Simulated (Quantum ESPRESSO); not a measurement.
Wanted: the native input for a Quantum ESPRESSO 7.5 run.

```yaml
Task: band structure
Functional: r2SCAN
Potentials_or_basis: SG15 PBE 1.2
Cutoff: 952 eV
Density_cutoff: 3810 eV
k_mesh: 8 × 8 × 8
Occupations: fermi-dirac, width 0.05 eV
Spin: no spin polarisation
Symmetry: off
Mixing_beta: 0.5
Most_SCF_iterations: 120
SCF_threshold: 1e-08 Ry
```

The system is BP.

```
P B
1.0
     0.00000    2.26900    2.26900
     2.26900    0.00000    2.26900
     2.26900    2.26900    0.00000
P B
1 1
Direct
  0.75000 0.75000 0.75000
  0.00000 0.00000 0.00000
```

The input as run:

pw.in

```
&CONTROL
  calculation = 'scf'
  prefix = 'pwscf'
  outdir = './tmp'
  pseudo_dir = './pseudo'
  tprnfor = .true.
  tstress = .true.
  disk_io = 'low'
/
&SYSTEM
  ibrav = 0
  nat = 2
  ntyp = 2
  ecutwfc = 70
  nbnd = 9
  input_dft = 'r2scan'
  occupations = 'smearing'
  smearing = 'fd'
  degauss = 0.00367493
  nosym = .true.
/
&ELECTRONS
  conv_thr = 1d-08
  electron_maxstep = 120
  mixing_beta = 0.5
/
ATOMIC_SPECIES
P     30.9738 P_ONCV_PBE-1.2.upf
B     10.8100 B_ONCV_PBE-1.2.upf
CELL_PARAMETERS angstrom
   0.0000000000    2.2690000000    2.2690000000
   2.2690000000    0.0000000000    2.2690000000
   2.2690000000    2.2690000000    0.0000000000
ATOMIC_POSITIONS crystal
P      0.7500000000    0.7500000000    0.7500000000
B      0.0000000000    0.0000000000    0.0000000000
K_POINTS automatic
8 8 8 0 0 0
```

bands.in

```
&CONTROL
  calculation = 'bands'
  prefix = 'pwscf'
  outdir = './tmp'
  pseudo_dir = './pseudo'
  disk_io = 'low'
  verbosity = 'high'
/
&SYSTEM
  ibrav = 0
  nat = 2
  ntyp = 2
  ecutwfc = 70
  nbnd = 9
  input_dft = 'r2scan'
  occupations = 'smearing'
  smearing = 'fd'
  degauss = 0.00367493
  nosym = .true.
/
&ELECTRONS
  conv_thr = 1d-08
  electron_maxstep = 120
  mixing_beta = 0.5
  diago_full_acc = .true.
  startingwfc = 'random'
/
ATOMIC_SPECIES
P     30.9738 P_ONCV_PBE-1.2.upf
B     10.8100 B_ONCV_PBE-1.2.upf
CELL_PARAMETERS angstrom
   0.0000000000    2.2690000000    2.2690000000
   2.2690000000    0.0000000000    2.2690000000
   2.2690000000    2.2690000000    0.0000000000
ATOMIC_POSITIONS crystal
P      0.7500000000    0.7500000000    0.7500000000
B      0.0000000000    0.0000000000    0.0000000000
K_POINTS crystal
60
 0.0000000000  0.0000000000  0.0000000000 1
 0.0625000000  0.0000000000  0.0625000000 1
 0.1250000000  0.0000000000  0.1250000000 1
 0.1875000000  0.0000000000  0.1875000000 1
 0.2500000000  0.0000000000  0.2500000000 1
 0.3125000000  0.0000000000  0.3125000000 1
 0.3750000000  0.0000000000  0.3750000000 1
 0.4375000000  0.0000000000  0.4375000000 1
 0.5000000000  0.0000000000  0.5000000000 1
 0.5000000000  0.0625000000  0.5625000000 1
 0.5000000000  0.1250000000  0.6250000000 1
 0.5000000000  0.1875000000  0.6875000000 1
 0.5000000000  0.2500000000  0.7500000000 1
 0.4375000000  0.3125000000  0.7500000000 1
 0.3750000000  0.3750000000  0.7500000000 1
 0.3375000000  0.3375000000  0.6750000000 1
 0.3000000000  0.3000000000  0.6000000000 1
 0.2625000000  0.2625000000  0.5250000000 1
 0.2250000000  0.2250000000  0.4500000000 1
 0.1875000000  0.1875000000  0.3750000000 1
 0.1500000000  0.1500000000  0.3000000000 1
 0.1125000000  0.1125000000  0.2250000000 1
 0.0750000000  0.0750000000  0.1500000000 1
 0.0375000000  0.0375000000  0.0750000000 1
 0.0000000000  0.0000000000  0.0000000000 1
 0.0625000000  0.0625000000  0.0625000000 1
 0.1250000000  0.1250000000  0.1250000000 1
 0.1875000000  0.1875000000  0.1875000000 1
 0.2500000000  0.2500000000  0.2500000000 1
 0.3125000000  0.3125000000  0.3125000000 1
 0.3750000000  0.3750000000  0.3750000000 1
 0.4375000000  0.4375000000  0.4375000000 1
 0.5000000000  0.5000000000  0.5000000000 1
 0.5250000000  0.4500000000  0.5250000000 1
 0.5500000000  0.4000000000  0.5500000000 1
 0.5750000000  0.3500000000  0.5750000000 1
 0.6000000000  0.3000000000  0.6000000000 1
 0.6250000000  0.2500000000  0.6250000000 1
 0.5833333333  0.2500000000  0.6666666667 1
 0.5416666667  0.2500000000  0.7083333333 1
 0.5000000000  0.2500000000  0.7500000000 1
 0.5000000000  0.2857142857  0.7142857143 1
 0.5000000000  0.3214285714  0.6785714286 1
 0.5000000000  0.3571428571  0.6428571429 1
 0.5000000000  0.3928571429  0.6071428571 1
 0.5000000000  0.4285714286  0.5714285714 1
 0.5000000000  0.4642857143  0.5357142857 1
 0.5000000000  0.5000000000  0.5000000000 1
 0.4821428571  0.4821428571  0.5357142857 1
 0.4642857143  0.4642857143  0.5714285714 1
 0.4464285714  0.4464285714  0.6071428571 1
 0.4285714286  0.4285714286  0.6428571429 1
 0.4107142857  0.4107142857  0.6785714286 1
 0.3928571429  0.3928571429  0.7142857143 1
 0.3750000000  0.3750000000  0.7500000000 1
 0.6250000000  0.2500000000  0.6250000000 1
 0.5937500000  0.1875000000  0.5937500000 1
 0.5625000000  0.1250000000  0.5625000000 1
 0.5312500000  0.0625000000  0.5312500000 1
 0.5000000000  0.0000000000  0.5000000000 1
```

Potentials or basis: SG15 PBE 1.2.

Launch:

```console
$ OMP_NUM_THREADS=1 mpirun -n 4 pw.x -nk 4 -in pw.in > pw.out
$ OMP_NUM_THREADS=1 mpirun -n 4 pw.x -nk 4 -in bands.in > bands.out
```

Results of the run:

| Quantity | Value |
| --- | --- |
| Pressure | -0.5 GPa |
| Band gap on the k mesh | 1.44 eV, indirect (least direct gap 3.59 eV) |
| Band gap along the path | 1.42 eV, indirect (least direct gap 3.59 eV) |

Caveat: the potentials were made for another functional, which shifts forces and pressure.

Run time: 73 s on 4 MPI ranks on Arm Neoverse V1, on a shared host, peak memory 0.36 GiB a rank.
